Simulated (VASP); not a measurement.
# 1T-MgI2 monolayer and its bilayer, part 5 of 5

Aim: relax 1T-MgI2 monolayer, place its levels against the vacuum, then find how two sheets stack and bind.

VASP 6.6.1, plane waves and PAW; the level of theory is named at each step.

So far. Step 12 (A rigid stacking): Energy at zero smearing: -17.00507 eV. Step 13 (Relaxing the bilayer): The run ended after 15 ionic steps, 0.036 eV below its first step, once the forces on the free atoms met EDIFFG = -0.015.

## (14) Levels and bands of the bilayer

Level of this step: PBE with D3(BJ); plane waves and PAW (Mg, I) (VASP).

The same static run as for one sheet shows what the neighbour does to the levels.

Input file INCAR:

```
SYSTEM = MgI2
PREC = Normal
ENCUT = 350
EDIFF = 1E-06
NELM = 120
ISMEAR = 0
SIGMA = 0.03
LREAL = .FALSE.
ALGO = Fast
GGA = PE
IVDW = 12
NBANDS = 22
LORBIT = 11
LWAVE = .FALSE.
LCHARG = .FALSE.
KPAR = 4
IDIPOL = 3
LDIPOL = .TRUE.
DIPOL = 0.5 0.5 0.5
LVHAR = .TRUE.
LVACPOTAV = .TRUE.
NEDOS = 1500
```

Input file POSCAR:

```
MgI2
1.0
    4.1300231832      0.0000000000      0.0000000000
   -2.0650115916      3.5767049948      0.0000000000
    0.0000000000      0.0000000000     26.8311655136
Mg I
2 4
Direct
    0.0000000000      0.0000000000      0.3725690609
    0.0000000000      0.0000000000      0.6274309391
    0.3333333300      0.6666666700      0.3099810966
    0.6666666700      0.3333333300      0.4349776813
    0.3333333300      0.6666666700      0.5650223187
    0.6666666700      0.3333333300      0.6900189034
```

Input file KPOINTS:

```
Automatic mesh
0
Gamma
9 9 1
0 0 0
```

Input file KPOINTS_OPT:

```
Line mode
14
Line-mode
Reciprocal
  0.00000000   0.00000000   0.00000000 GAMMA
  0.50000000   0.00000000   0.00000000 M

  0.50000000   0.00000000   0.00000000 M
  0.33333333   0.33333333   0.00000000 K

  0.33333333   0.33333333   0.00000000 K
  0.00000000   0.00000000   0.00000000 GAMMA
```

PAW data sets: Mg and I (PBE family, release 64).

The run is started by

```console
$ mpirun -np 4 vasp_std
```

The program printed:

```text
[... set-up lines as in an earlier step ...]
 entering main loop
       N       E                     dE             d eps       ncg     rms          rms(c)
DAV:   1     0.189074465685E+03    0.18907E+03   -0.83773E+03   528   0.781E+02
DAV:   2     0.832592149557E+01   -0.18075E+03   -0.17491E+03   804   0.151E+02
DAV:   3    -0.147424811991E+02   -0.23068E+02   -0.22970E+02   666   0.622E+01
DAV:   4    -0.156858414075E+02   -0.94336E+00   -0.94290E+00   748   0.155E+01
DAV:   5    -0.157021173368E+02   -0.16276E-01   -0.16275E-01   672   0.242E+00    0.574E+00
RMM:   6    -0.154516743271E+02    0.25044E+00   -0.30233E-01   546   0.212E+00    0.366E+00
RMM:   7    -0.154170038222E+02    0.34671E-01   -0.55072E-01   615   0.288E+00    0.774E-01
RMM:   8    -0.154020781067E+02    0.14926E-01   -0.58271E-02   598   0.112E+00    0.200E-01
RMM:   9    -0.154024091677E+02   -0.33106E-03   -0.33110E-03   678   0.352E-01    0.120E-01
RMM:  10    -0.154024872365E+02   -0.78069E-04   -0.73862E-04   740   0.151E-01    0.848E-02
RMM:  11    -0.154025318615E+02   -0.44625E-04   -0.10040E-04   681   0.578E-02    0.755E-02
RMM:  12    -0.154025457490E+02   -0.13888E-04   -0.59999E-05   643   0.380E-02    0.320E-02
RMM:  13    -0.154025441876E+02    0.15614E-05   -0.83892E-06   656   0.181E-02    0.227E-02
RMM:  14    -0.154025452656E+02   -0.10780E-05   -0.21123E-06   482   0.897E-03    0.226E-02
RMM:  15    -0.154025452045E+02    0.61098E-07   -0.41574E-07   429   0.452E-03
 [... a notice as in an earlier step ...]

   1 F= -.17045013E+02 E0= -.17045013E+02  d E =-.183948E-11
 Start KPOINTS_OPT (optional k-point list driver)
k-point batch [1-12\42]
       N       E                     dE             ncg
DAV:   1     0.237288996121E+03   -0.30692E+04      528
DAV:   2    -0.189047935411E+04   -0.21278E+04      814
DAV:   3    -0.217379399283E+04   -0.28331E+03      672
DAV:   4    -0.218465102391E+04   -0.10857E+02      762
DAV:   5    -0.218482057984E+04   -0.16956E+00      666
DAV:   6    -0.218482757810E+04   -0.69983E-02      762
DAV:   7    -0.218482782484E+04   -0.24675E-03      668
DAV:   8    -0.218482783626E+04   -0.11416E-04      594
DAV:   9    -0.218482783683E+04   -0.57508E-06      452
[...]
k-point batch [37-42\42]
       N       E                     dE             ncg
DAV:   1     0.382004286087E+04   -0.36795E+03      264
DAV:   2     0.275164989610E+04   -0.10684E+04      416
DAV:   3     0.260843484470E+04   -0.14322E+03      330
DAV:   4     0.260298504923E+04   -0.54498E+01      378
DAV:   5     0.260288860172E+04   -0.96448E-01      320
DAV:   6     0.260288433221E+04   -0.42695E-02      378
DAV:   7     0.260288417427E+04   -0.15793E-03      314
DAV:   8     0.260288416580E+04   -0.84713E-05      306
DAV:   9     0.260288416540E+04   -0.39811E-06      210
```

Run time: 26 s. Hardware: 4 MPI ranks of AMD EPYC 7R43, shared host; peak memory 0.98 GiB; 98 s of CPU time.

From OUTCAR (step 14):

```text
   NELECT =      32.0000    total number of electrons

 E-fermi :  -1.7671

 k-point     1 :       0.0000    0.0000    0.0000
  band No.  band energies     occupation
    ...
     12      -2.1758      2.00000
     13      -1.9470      2.00000
     14      -1.9470      2.00000
     15      -1.8987      2.00000
     16      -1.8987      2.00000
     17       2.0446      0.00000
     18       2.5302      0.00000
     19       2.9985      0.00000
     20       3.0392      0.00000
     21       3.9448      0.00000
    ...

 Edisp (eV)   -1.64247

  Total      -0.12777    -0.12777    -0.02318     0.00000     0.00000     0.00000
  in kB      -0.51648    -0.51648    -0.09368     0.00000     0.00000     0.00000
  external pressure =       -0.38 kB  Pullay stress =        0.00 kB

 POSITION                                       TOTAL-FORCE (eV/Angst)
 -----------------------------------------------------------------------------------
      0.00000      0.00000      9.99646         0.000000      0.000000     -0.003863
      0.00000      0.00000     16.83470         0.000000     -0.000000      0.003863
     -0.00000      2.38447      8.31715         0.000000     -0.000000     -0.001007
      2.06501      1.19223     11.67096        -0.000000      0.000000      0.004745
     -0.00000      2.38447     15.16021        -0.000000      0.000000     -0.004745
      2.06501      1.19223     18.51401         0.000000      0.000000      0.001007
 -----------------------------------------------------------------------------------
    total drift:                                0.000000      0.000000     -0.000000

  FREE ENERGIE OF THE ION-ELECTRON SYSTEM (eV)
  ---------------------------------------------------
  free  energy   TOTEN  =       -17.0450128443 eV

  energy  without entropy=      -17.0450128443  energy(sigma->0) =      -17.04501284

 vacuum level on the upper side and lower side of the slab         4.454         4.454

[... 8 parts as in an earlier step ...]

[... 10 further parts left out ...]
```

Numbers from this step:

* electronic cycles: 15
* Fermi energy: -1.767 eV
* least gap on mesh and path: 3.585 eV
* least direct gap on mesh and path: 3.943 eV
* vacuum levels: 4.454, 4.454 eV
* ionisation potentials of the upper and lower face: 6.353, 6.353 eV
* electron affinities of the upper and lower face: 2.768, 2.768 eV

The electronic bands at the labelled points (eV, zero at the valence-band top; v1 is the highest filled band, c1 the lowest empty one):

```
          point     v4     v3     v2     v1    c1    c2    c3    c4
              Γ  -0.05  -0.05   0.00   0.00  3.94  4.43  4.90  4.94
0.46 of the way  -0.73  -0.32  -0.26  -0.16  4.49  4.71  5.45  5.62
              M  -0.80  -0.74  -0.56  -0.44  3.59  3.65  5.20  5.32
0.46 of the way  -0.92  -0.88  -0.68  -0.60  4.07  4.15  5.82  6.02
              K  -1.02  -1.02  -0.66  -0.66  4.14  4.63  6.06  6.06
0.46 of the way  -0.88  -0.75  -0.52  -0.34  4.72  4.75  5.90  5.98
              Γ  -0.05  -0.05   0.00   0.00  3.94  4.43  4.90  4.94
```

Of the projections kept (Mg, I), the largest for each band there; the rest of the weight can lie on other orbitals:

```
point      v4      v3      v2      v1       c1       c2      c3      c4
    Γ  I 0.98  I 0.98  I 0.98  I 0.98   I 0.63   I 0.65  I 0.72  I 0.70
    M  I 0.98  I 0.99  I 0.99  I 0.99  Mg 0.53  Mg 0.53  I 0.84  I 0.78
    K  I 0.99  I 0.99  I 0.99  I 0.99   I 0.51   I 0.55  I 0.77  I 0.77
    Γ  I 0.98  I 0.98  I 0.98  I 0.98   I 0.63   I 0.65  I 0.72  I 0.70
```

Zero at the Fermi level. The planar average of the electrostatic potential by height:

height (Å), planar average of the electrostatic potential (eV) and a bar from the least value:
```
      0.0        6.2 ##############################
      0.5        6.2 ##############################
      1.0        6.2 ##############################
      1.5        6.2 ##############################
      2.0        6.2 ##############################
      2.5        6.2 ##############################
      3.0        6.2 ##############################
      3.5        6.2 ##############################
      4.0        6.2 ##############################
      4.5        6.2 ##############################
      5.0        6.2 ##############################
      5.5        6.2 ##############################
      6.0        6.2 ##############################
      6.5        6.0 ##############################
      7.0        5.1 ############################
      7.5        0.9 #####################
      8.0       -8.8 ####
      8.5      -10.8 #
      9.0       -3.9 #############
      9.5       -0.8 ##################
     10.0       -1.6 #################
     10.5       -0.8 ##################
     11.0       -4.2 ############
     11.5      -11.0 #
     12.0       -8.6 #####
     12.5        1.0 #####################
     13.0        5.0 ############################
     13.5        5.6 #############################
     14.0        4.4 ###########################
     14.5       -2.3 ################
     15.0      -10.6 #
     15.5       -9.3 ###
     16.0       -1.8 ################
     16.5       -1.1 #################
     17.0       -1.4 #################
     17.5       -0.7 ##################
     18.0       -6.7 ########
     18.5      -11.3 
     19.0       -5.8 #########
     19.5        3.3 #########################
     20.0        5.5 #############################
     20.5        6.1 ##############################
     21.0        6.2 ##############################
     21.5        6.2 ##############################
     22.0        6.2 ##############################
     22.5        6.2 ##############################
     23.0        6.2 ##############################
     23.5        6.2 ##############################
     24.0        6.2 ##############################
     24.5        6.2 ##############################
     25.0        6.2 ##############################
     25.5        6.2 ##############################
     26.0        6.2 ##############################
     26.5        6.2 ##############################
```

Density of states in the PAW spheres, an atom over height of the layer and energy from the Fermi level.

Values in states/eV, 22 rows by 6 columns, each cell a mean:
```
0.00 0.00 0.00 0.00 0.00 0.00
0.10 0.00 0.09 0.09 0.00 0.10
0.82 0.03 0.88 0.88 0.03 0.82
1.91 0.06 1.96 1.96 0.06 1.91
1.11 0.06 0.93 0.93 0.06 1.11
0.87 0.06 0.80 0.80 0.06 0.87
0.63 0.05 0.62 0.62 0.05 0.63
0.38 0.04 0.39 0.39 0.04 0.38
0.50 0.06 0.52 0.52 0.06 0.50
0.55 0.14 0.58 0.58 0.14 0.55
0.41 0.16 0.50 0.50 0.16 0.41
0.06 0.02 0.07 0.07 0.02 0.06
0.00 0.00 0.00 0.00 0.00 0.00
0.00 0.00 0.00 0.00 0.00 0.00
0.00 0.00 0.00 0.00 0.00 0.00
0.00 0.00 0.00 0.00 0.00 0.00
0.00 0.00 0.00 0.00 0.00 0.00
0.00 0.00 0.00 0.00 0.00 0.00
0.00 0.00 0.00 0.00 0.00 0.00
0.00 0.00 0.00 0.00 0.00 0.00
0.00 0.00 0.00 0.00 0.00 0.00
0.00 0.00 0.00 0.00 0.00 0.00
```
Columns: height of the layer (Å) from 8.3 to 18.5 (not evenly spaced); rows upwards: energy from the Fermi level (eV) from -7.9 to 0.5.

The map of layer states is cut here 0.5 eV above the Fermi level, so it leaves out the states above that.

The vacuum level lies 6.35 eV above the highest filled level at the upper face; both faces agree, as the slab has next to no dipole.

The program found no field-free point at its default tolerance, but its printed level agrees with the flat part of the planar average.

## (15) Derived quantities

This step: monolayer and bilayer, PBE + D3(BJ); plane waves and PAW (VASP 6.6.1).

This step runs nothing: it gathers the runs above.

This step gave:

```yaml
polarisability_per_area_of_the_slab_or_monolayer: 0.4156 Å
gap_with_spin_orbit: 3.272 eV
binding_energy: -13.10 meV/Å²
interlayer_gap: 3.489 Å
bilayer_gap: 3.585 eV
bilayer_level_below_vacuum: 6.353 eV
lattice_a: 4.130 Å
lattice_b: 4.130 Å
thickness: 3.366 Å
monolayer_gap: 3.620 eV
ionisation_potential_at_the_upper_face: 6.341 eV
```

VASP counts both for electrons: a positive EFIELD is a field along -c, and a positive dipole, in electrons times A, points along -c. Field, by row:

```
EFIELD (eV/Å)  dipole along z of the monolayer (e Å)  energy change of the monolayer (eV)
         -0.1                               -0.04263                            -0.002135
            0                                      0                                    0
          0.1                                0.04264                            -0.002135
```

Rigid sheets, 3.1 Å apart. Stackings, by row:

```
                              stacking  energy above the lowest (meV/Å²)
     same orientation, shift 0.00 0.00                                 0
turned by 180 degrees, shift 0.33 0.67                            0.2517
     same orientation, shift 0.67 0.33                            0.6232
     same orientation, shift 0.33 0.67                             42.52
turned by 180 degrees, shift 0.00 0.00                             42.77
```

The polarisability is the slope of the dipole against the field, as a volume for each unit of area.

## (16) Summary of results

* lattice a: 4.13 Å
* monolayer gap: 3.62 eV
* gap with spin orbit: 3.27 eV
* binding energy: -13.1 meV/Å²
* interlayer gap: 3.49 Å
* bilayer gap: 3.59 eV
* polarisability per area of the slab or monolayer: 0.416 Å

What this shows: The monolayer relaxes to a = 4.130 Å and has a gap of 3.62 eV (3.27 eV with spin-orbit coupling). The ionisation potential is 6.34 eV at both faces. Of 5 rigid stackings the lowest has the upper sheet in the same orientation and shifted by (0.00, 0.00) in cell vectors, and the highest lies 42.8 meV/Å² above it. Relaxed, the sheets lie 3.49 Å apart and bind by 13.1 meV/Å². The next stacking lies close, and only the lowest was relaxed, so the order could change. The second sheet narrows the gap, to 3.59 eV. All runs are without spin polarisation. The bilayer keeps the monolayer's lattice, and only high-symmetry stackings were tried. Semilocal gaps are too small. Levels against the vacuum, binding and the bilayer's gap are without spin-orbit coupling.

[Lines on the potential files, build, host, timing and source positions are cut from VASP's logs without a mark.]

[Logs are printed without paths, hosts, clocks, repeated set-up lines and the standing remarks that a program may print on its own settings, such as how far it seeks lower states.]

[Hosts, paths, dates, database ids (printed as entryN), source tags and the programs' standing remarks are cut or masked in the printed files.]

[Runs that stopped without an error message from VASP are left out.]
